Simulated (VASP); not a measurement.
The system is TaS2.

```
CELL_PARAMETERS angstrom
3.35000 0.00000 0.00000
-1.67500 2.90119 0.00000
0.00000 0.00000 5.86000
ATOMIC_POSITIONS crystal
Ta 0.00000 0.00000 0.00000
S 0.66667 0.33333 0.75000
S 0.33333 0.66667 0.25000
```

```yaml
Program: VASP 6.6.1
Task: relaxation of cell and atoms
Functional: revTPSS
Potentials_or_basis: VASP PAW PBE potentials, release 64 (Ta_pv, S)
Cutoff: 600 eV
k_mesh: 9 × 9 × 5
Occupations: fermi-dirac, width 0.05 eV
Spin: no spin polarisation
```

At the start: pressure 6.7 GPa; volume 18.98 Å³/atom.

**Question.** How do energy, volume and symmetry change on relaxing?

**Answer.** Over 14 steps the energy falls by 35.8 meV/atom and the volume is 19.88 Å³/atom (+4.7 %); space group P-3m1 (No. 164, to 0.05 Å).

The path:
```tsv
step	energy change (eV)	largest force (eV/Å)	pressure (GPa)	volume (Å³)
1	0.0000	1.2610	6.72	56.95
2	0.1522	1.5796	-11.47	63.74
3	-0.0878	0.0541	-1.39	59.39
4	-0.0880	0.0920	-1.15	59.30
5	-0.1048	0.0214	-0.40	58.63
6	-0.1059	0.0601	-0.13	58.41
7	-0.1059	0.0169	0.36	58.30
8	-0.1060	0.0170	0.15	58.35
9	-0.1062	0.0152	0.15	58.43
10	-0.1066	0.0083	0.07	58.66
11	-0.1071	0.0046	0.00	59.13
12	-0.1071	0.0321	-0.12	60.07
13	-0.1073	0.0200	-0.06	59.57
14	-0.1075	0.0021	0.00	59.65
```

Final structure:
```
Ta S
1.0
     3.33274    0.00000    0.00000
    -1.66637    2.88623    0.00000
     0.00000    0.00000    6.20092
Ta S
1 2
Direct
  0.00000 0.00000 0.00000
  0.66667 0.33333 0.74993
  0.33333 0.66667 0.25007
```

Caveat: the PAW data sets were made with another functional, which shifts forces and pressure a little; this functional lacks dispersion, which binds the layers, so the pressure and a relaxed spacing across them are unreliable.
